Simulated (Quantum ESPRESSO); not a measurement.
Here is a Quantum ESPRESSO 7.5 calculation.

The input pw.in:

```
&CONTROL
  calculation = 'scf'
  prefix = 'pwscf'
  outdir = './tmp'
  pseudo_dir = './pseudo'
  tprnfor = .true.
  tstress = .true.
  disk_io = 'low'
/
&SYSTEM
  ibrav = 0
  nat = 2
  ntyp = 1
  ecutwfc = 36
  nbnd = 9
  input_dft = 'XC-000I-000I-120L-135L-000I-000I'
  occupations = 'smearing'
  smearing = 'fd'
  degauss = 0.00367493
/
&ELECTRONS
  conv_thr = 4d-10
  electron_maxstep = 120
  mixing_beta = 0.5
/
ATOMIC_SPECIES
Si    28.0850 Si.upf
CELL_PARAMETERS bohr
   0.0000000000    5.1435532945    5.1435532945
   5.1435532945    0.0000000000    5.1435532945
   5.1435532945    5.1435532945    0.0000000000
ATOMIC_POSITIONS bohr
Si     5.1435532945    5.1435532945    5.1435532945
Si     7.7153299417    7.7153299417    7.7153299417
K_POINTS automatic
10 10 10 1 1 1
```

Contents of scf2.in:

```
&CONTROL
  calculation = 'scf'
  prefix = 'pwscf'
  outdir = './tmp'
  pseudo_dir = './pseudo'
  tprnfor = .true.
  tstress = .true.
  disk_io = 'low'
/
&SYSTEM
  ibrav = 0
  nat = 2
  ntyp = 1
  ecutwfc = 36
  nbnd = 9
  input_dft = 'XC-000I-000I-120L-135L-000I-000I'
  occupations = 'fixed'
/
&ELECTRONS
  conv_thr = 1d-13
  electron_maxstep = 120
  mixing_beta = 0.5
  startingpot = 'file'
  startingwfc = 'file'
/
ATOMIC_SPECIES
Si    28.0850 Si.upf
CELL_PARAMETERS bohr
   0.0000000000    5.1435532945    5.1435532945
   5.1435532945    0.0000000000    5.1435532945
   5.1435532945    5.1435532945    0.0000000000
ATOMIC_POSITIONS bohr
Si     5.1435532945    5.1435532945    5.1435532945
Si     7.7153299417    7.7153299417    7.7153299417
K_POINTS automatic
10 10 10 1 1 1
```

The input ph.in:

```
dielectric of Si
&INPUTPH
  prefix = 'pwscf'
  outdir = './tmp'
  tr2_ph = 1d-18
  fildyn = 'dyn'
  niter_ph = 90
  alpha_mix(1) = 0.7
  epsil = .true.
  trans = .false.
  zeu = .true.
/
0.0000000000 0.0000000000 0.0000000000
```

Potentials or basis: PseudoDojo 0.4.1 SR PBE standard.

The run is started by

```console
$ OMP_NUM_THREADS=1 pw.x -in pw.in > pw.out
$ OMP_NUM_THREADS=1 pw.x -in scf2.in > scf2.out
$ OMP_NUM_THREADS=1 ph.x -in ph.in > ph.out
```

(1) Predict the electronic dielectric tensor (diagonal).

(2) Estimate the Born charges (mean of the diagonal).

(3) What does it give for the pressure?

Answers

(1) 13.23.

(2) Si -0.00 e.

(3) 0.0 GPa.

Caveat: the potentials were made for another functional, which shifts forces and pressure.
